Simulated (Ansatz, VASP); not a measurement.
**W: VASP beside Ansatz**

File INCAR:

```
  PREC = Accurate
  ENCUT = 520
  EDIFF = 1E-8
  ISMEAR = -1
  SIGMA = 0.05
  LREAL = False
  LASPH = True
  NELM = 80
  ALGO = Normal
  ISIF = 2
  LWAVE = False
  LCHARG = False
  GGA = PE
  LEFG = True
  NBANDS = 13
```

The input KPOINTS:

```
Automatic mesh
0
Gamma
  14 14 14
```

File POSCAR:

```
W
1.0
    0.0000000000      2.0129403699      2.0129403699
    2.0129403699      0.0000000000      2.0129403699
    2.0129403699      2.0129403699      0.0000000000
W
1
Direct
    0.0000000000      0.0000000000      0.0000000000
```

Input for Ansatz:

```yaml
crystal:
  lattice:
    - [0.0, 2.0129403699, 2.0129403699]
    - [2.0129403699, 0.0, 2.0129403699]
    - [2.0129403699, 2.0129403699, 0.0]
  atoms:
    - { symbol: W, position: [0.0, 0.0, 0.0] }
kpoints:
  mp_grid: { grid: [14, 14, 14] }
scf:
  occupations: { method: fermi_dirac, width: 0.05 }
hamiltonian:
  xc: pbe
  pseudopotentials: { kind: paw }
output:
  forces: true
  stress: true
  eigenvalues: true
  efg: { contact_densities: true }
  write_density: true
  write_potential: true
  elf: true
  volumetric_format: npy
```

Change from the starting cell: volume scaled by 0.975, PAW files.

Alike in both runs: task electric field gradients; functional PBE; k mesh 14 × 14 × 14; occupations fermi-dirac, width 0.05 eV; no spin polarisation.

|  | VASP | Ansatz |
| --- | --- | --- |
| version | VASP 6.6.1 | Ansatz 0.2.0 |
| potentials or method | VASP PAW PBE potentials, release 64 (W_sv) | PAW with Ansatz's default frozen-core files, scalar-relativistic |
| plane-wave cutoff (eV) | 520 | 420 |
| valence electrons in the cell | 14 | 14 |

Ansatz gave:

```
pressure (GPa)                                                 : 2.4
Vzz of the field gradient on the site that differs most (V/Å²) : 0.0
```

Task: What did VASP give for the same quantities?

Result: Pressure (GPa): 2.9; Vzz of the field gradient on the site that differs most (V/Å²): 0.0.

Ansatz warned: «gradients_without_spin_orbit».

The runs have no spin-orbit coupling, so splittings on W are missing.
